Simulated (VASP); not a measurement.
**Li15O8 (a cell with a defect): single point with LDA**

Crystal: Li15O8 (a cell with a defect).

```
Li O
1.0
     0.00000    4.70220    4.70220
     4.70220    0.00000    4.70220
     4.70220    4.70220    0.00000
Li O
15 8
Direct
  0.11944 0.23092 0.23541
  0.07693 0.18203 0.63231
  0.34589 0.39944 0.84959
  0.43250 0.31005 0.43129
  0.42826 0.82531 0.36399
  0.12384 0.62324 0.56450
  0.32184 0.87162 0.91282
  0.61870 0.19732 0.11364
  0.85757 0.53134 0.34695
  0.68262 0.12252 0.64789
  0.95375 0.32074 0.93025
  0.68520 0.60949 0.07381
  0.83641 0.90344 0.35959
  0.60791 0.64836 0.66186
  0.95615 0.83744 0.87950
  0.96493 0.02178 0.02222
  0.01748 0.04628 0.51806
  0.00116 0.53538 0.01573
  0.93995 0.50205 0.58191
  0.54545 0.99043 0.96946
  0.49439 0.00549 0.47533
  0.47719 0.53204 0.98970
  0.55774 0.50249 0.49177
```

```yaml
Program: VASP 6.6.1
Task: single point
Functional: LDA
Potentials_or_basis: VASP PAW LDA potentials, release 64 (Li_sv, O)
Cutoff: 520 eV
k_mesh: 2 × 2 × 2
Occupations: fermi-dirac, width 0.05 eV
Spin: no spin polarisation
Dipole_correction: no
Charge: -1
Further_INCAR_settings: LREAL = Auto; ALGO = Fast; EDIFF = 1e-06; NBANDS = 64; NELECT = 94.0
```

| Item | Value |
| --- | --- |
| Largest force | 2.800 eV/Å |
| Band gap on the k mesh | 3.20 eV, direct |

Forces in eV/Å, atoms in the order of the input:
```
Li  -1.188 -0.164  0.599
Li   0.051  0.694 -0.405
Li   0.387  1.008  0.848
Li   0.256 -0.767  0.697
Li   0.901 -0.931  0.998
Li   1.197  0.070  0.928
Li   0.517  0.480 -0.029
Li  -1.356 -0.741 -0.633
Li  -0.344  0.003  0.164
Li   0.197  0.436  0.557
Li   0.068 -0.693  0.387
Li   1.004 -1.393 -0.281
Li  -0.369  0.230  0.363
Li   0.060  0.338 -0.447
Li   1.288 -0.813  0.871
O   -0.133  0.291  0.473
O   -1.644  0.251 -2.137
O   -2.253  0.833 -1.439
O   -0.118  0.426  1.491
O    0.926 -0.248 -0.867
O    0.329  0.564  0.337
O    0.372  1.331 -0.342
O   -0.149 -1.207 -2.133
```

Levels at points of the mesh, in eV from the valence-band top:
| k point | band 45 | band 46 | band 47 | band 48 | band 49 | band 50 |
| --- | --- | --- | --- | --- | --- | --- |
| (0.00, 0.00, 0.00) | -0.40 | -0.11 | 0.00 | 3.20 | 3.61 | 4.26 |
| (0.50, 0.00, 0.00) | -0.63 | -0.48 | -0.17 | 4.06 | 4.69 | 4.90 |
| (0.00, 0.50, 0.00) | -0.57 | -0.25 | -0.10 | 3.91 | 4.55 | 4.71 |
| (0.00, 0.00, 0.50) | -0.54 | -0.31 | -0.08 | 3.81 | 4.54 | 4.92 |
| (0.50, 0.50, 0.50) | -0.66 | -0.44 | -0.13 | 3.90 | 4.64 | 5.06 |
| (0.50, 0.50, 0.00) | -0.72 | -0.44 | -0.34 | 3.95 | 4.42 | 5.28 |
| (0.00, 0.50, 0.50) | -0.76 | -0.48 | -0.23 | 3.93 | 4.61 | 5.16 |
| (0.50, 0.00, 0.50) | -0.64 | -0.30 | -0.22 | 4.00 | 4.59 | 4.99 |

It took 6.9 min on 1 thread of Intel(R) Xeon(R) Platinum 8488C (Sapphire Rapids) (shared host), peak memory 0.29 GiB.

Caveat: the k mesh is coarse (spacing up to 0.58 Å⁻¹), so the values aren't converged; the cell carries a net charge on a neutralising background, which shifts energy and pressure; the cell is charged against a uniform background, so pressure and absolute levels hang on convention. As with any semilocal functional, this LDA gap is likely too small.
